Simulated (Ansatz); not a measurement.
**PbSe: a single-point run**

Aim: a sound single-point run of PbSe. The structure is shown as the input types it. The cell is built on a prototype (h-MgO type) and needn't be the phase found in nature.

Method: density functional or hybrid calculation with the settings of its input, plane waves (as first typed), in Ansatz 0.2.0.

2 further runs of the same task are left out: 2 that didn't finish.

### 1 Starting point

It takes space group P6_3/mmc (No. 194, hexagonal). The conventional cell has a = 5.174 Å, b = 5.174 Å, c = 6.213 Å, α = 90.00°, β = 90.00°, γ = 120.00°. Pb (site symmetry -6m2) has 5 Se at 2.99 to 3.11 Å as nearest neighbours. Around Se (site symmetry -6m2) lie 5 Pb at 2.99 to 3.11 Å.

Coordinates:

```
CELL_PARAMETERS angstrom
5.17413 0.00000 0.00000
-2.58707 4.48093 0.00000
0.00000 0.00000 6.21328
ATOMIC_POSITIONS crystal
Pb 0.33333 0.66667 0.25000
Pb 0.66667 0.33333 0.75000
Se 0.66667 0.33333 0.25000
Se 0.33333 0.66667 0.75000
```

### 2 Running it

The input, input.yaml:

```yaml
crystal:
  lattice:
    - [5.1741302537, 0.0, 0.0]
    - [-2.5870651268, 4.4809282423, 0.0]
    - [0.0, 0.0, 6.2132838629]
  atoms:
    - { symbol: Pb, position: [0.3333333333, 0.6666666667, 0.25] }
    - { symbol: Pb, position: [0.6666666667, 0.3333333333, 0.75] }
    - { symbol: Se, position: [0.6666666667, 0.3333333333, 0.25] }
    - { symbol: Se, position: [0.3333333333, 0.6666666667, 0.75] }
kpoints:
  mp_grid: { grid: [6, 6, 4] }
hamiltonian:
  xc: hse6
scf:
  occupations: { method: fixed }
  n_extra_bands: 5
output:
  forces: true
  stress: true
  eigenvalues: true
```

Started as:

```bash
> ansatz run input.yaml --threads 4 --pin off --max-ram 3686MiB --backend cpu --events-out ev --progress --plain --runs-dir out
```

What happens when this is run?

Nothing was computed: the input was turned down at the start. It says: «line 14 column 7: hamiltonian.xc: unknown variant `hse6`, expected one of `lda`, `lda-pw`, `pw92`, `pbe`, `pbesol`, `rpbe`, `revpbe`, `blyp`, ...»

The suspect setting: hamiltonian.xc is hse6. The method's name matches nothing in the program's list.

Fix: set hamiltonian.xc to r2scan. Any name on the list would pass the check; a listed functional of a like name need not be the same functional.
